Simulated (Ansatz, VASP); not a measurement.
**One calculation of Bi, two programs**

```
Bi
1.0
    -1.98143    1.98143    1.98143
     1.98143   -1.98143    1.98143
     1.98143    1.98143   -1.98143
Bi
1
Direct
  0.00000 0.00000 0.00000
```

This isn't the form of Bi at room conditions, which is rhombohedral.

Alike in both runs: task single point; functional PBE; k mesh 5 × 5 × 5; occupations fermi-dirac, width 0.06 eV; no spin polarisation.

```csv
,VASP,Ansatz
version,VASP 6.6.1,Ansatz 0.2.0
potentials or method,"VASP PAW PBE potentials, release 64 (Bi_d), cutoff 520 eV","all-electron LAPW, scalar-relativistic"
```

Ansatz gave:

- gap on the k mesh at the Fermi level (eV): none
- pressure (GPa): 1.0

**Question.** What did VASP give for the same quantities?

**Answer.** gap on the k mesh at the Fermi level (eV): none; pressure (GPa): 0.9.

A gap of «none» marks a metal or a gap that the smearing closes. Ansatz ran all-electron here, so the differences hold the error of VASP's frozen core and of both bases.

Caveats: the k mesh is coarse (spacing up to 0.45 Å⁻¹), so the values aren't converged; spin-orbit coupling is left out, which moves the levels of the heavy elements; the k mesh is thin for a metal, which can move the energy by tens of meV per atom (Ansatz).
